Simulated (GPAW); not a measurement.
Input of a GPAW 26.7.0 run:

run.py

```python
from ase import Atoms
from ase.eos import EquationOfState
from ase.io import Trajectory
from ase.units import GPa
from gpaw import GPAW, PW, setup_paths

setup_paths.insert(0, '.')

atoms = Atoms(['Co', 'O'],
              cell=[[0.0, 2.1315, 2.1315],
                    [2.1315, 0.0, 2.1315],
                    [2.1315, 2.1315, 0.0]],
              scaled_positions=[[0.0, 0.0, 0.0],
                                [0.5, 0.5, 0.5]],
              pbc=True)
atoms.set_initial_magnetic_moments([2.0, 0.0])

traj = Trajectory('eos.traj', 'w')
volumes, energies = [], []
for x in [0.94, 0.96, 0.98, 1.0, 1.02, 1.04, 1.06]:
    a = atoms.copy()
    a.set_cell(atoms.cell * x**(1 / 3), scale_atoms=True)
    calc = GPAW(mode=PW(800),
                xc='PBEsol',
                kpts={'size': (11, 11, 11), 'gamma': True},
                occupations={'name': 'fermi-dirac', 'width': 0.05},
                nbands=17,
                convergence={'density': 1e-05, 'energy': 1e-05},
                maxiter=150,
                txt=f'eos-{x:.2f}.txt')
    a.calc = calc
    energies.append(a.get_potential_energy(force_consistent=True))
    volumes.append(a.get_volume())
    p = -a.get_stress()[:3].mean() / GPa
    calc.write(f'eos-{x:.2f}.gpw')
    traj.write(a)
    print(f'{x:.2f} {volumes[-1]:10.4f} A^3 {energies[-1]:14.6f} eV {p:9.3f} GPa', flush=True)

v0, e0, B = EquationOfState(volumes, energies, eos='birchmurnaghan').fit()
print(f'V0 = {v0:.4f} A^3, E0 = {e0:.6f} eV, B0 = {B / GPa:.2f} GPa')
```

Potentials or basis: PAW data sets generated in the run's folder for this functional, pw.

The run is started by

```sh
$ gpaw-setup -f PBEsol Co O
$ OMP_NUM_THREADS=1 python run.py
```

Question: What does it give for the equilibrium volume?

Answer: 9.15 Å³/atom (rough: see the caveat).

Question: Predict the bulk modulus.

Answer: 183 GPa (rough).

Energy against volume, from the lowest point:
```
volume (Å³/atom)  energy (meV/atom)
           9.103               0.00
           9.297               1.13
           9.490               6.76
           9.684              16.43
           9.878              29.93
          10.071              46.97
          10.265              67.31
```

Caveat: the fit is doubtful: noisy points or a state that changes with volume.
